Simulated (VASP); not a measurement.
Here is a VASP 6.6.1 calculation.

POSCAR

```
Pb
1.0
   -1.9756323945      1.9756323945      1.9756323945
    1.9756323945     -1.9756323945      1.9756323945
    1.9756323945      1.9756323945     -1.9756323945
Pb
1
Direct
    0.0000000000      0.0000000000      0.0000000000
```

File INCAR.step1:

```
SYSTEM = Pb
  PREC = Accurate
  ENCUT = 520
  ISMEAR = -5
  SIGMA = 0.05
  LREAL = .False.
  LASPH = .True.
  NELM = 80
  GGA = PE
  ALGO = Normal
  EDIFF = 1E-4
  LWAVE = .True.
  LCHARG = .False.
```

Contents of INCAR.step2:

```
SYSTEM = Pb
  PREC = Accurate
  ENCUT = 520
  EDIFF = 1E-6
  ISMEAR = 0
  SIGMA = 0.05
  LREAL = .False.
  LASPH = .True.
  NELM = 80
  ALGO = Normal
  ISIF = 2
  LWAVE = .False.
  LCHARG = .False.
  METAGGA = R2SCAN
  LMIXTAU = .True.
  LORBIT = 11
  ISTART = 1
```

File KPOINTS:

```
regular mesh
0
Gamma
  14 14 14
  0 0 0
```

Potentials or basis: VASP PAW PBE potentials, release 64 (Pb_d).

Run with:

```bash
$ cat potpaw_PBE.64/Pb_d/POTCAR > POTCAR
$ cp INCAR.step1 INCAR
$ mpirun -np 1 vasp_std > vasp.out
$ cp INCAR.step2 INCAR
$ mpirun -np 1 vasp_std > vasp.out
```

Q: What does it give for the band gap on the k mesh?

A: None (metal or under the smearing width).

Q: Estimate the pressure.

A: 0.0 GPa.

Caveat: the PAW data sets were made with another functional, which shifts forces and pressure a little. The run has no spin-orbit coupling, so splittings on Pb are missing.
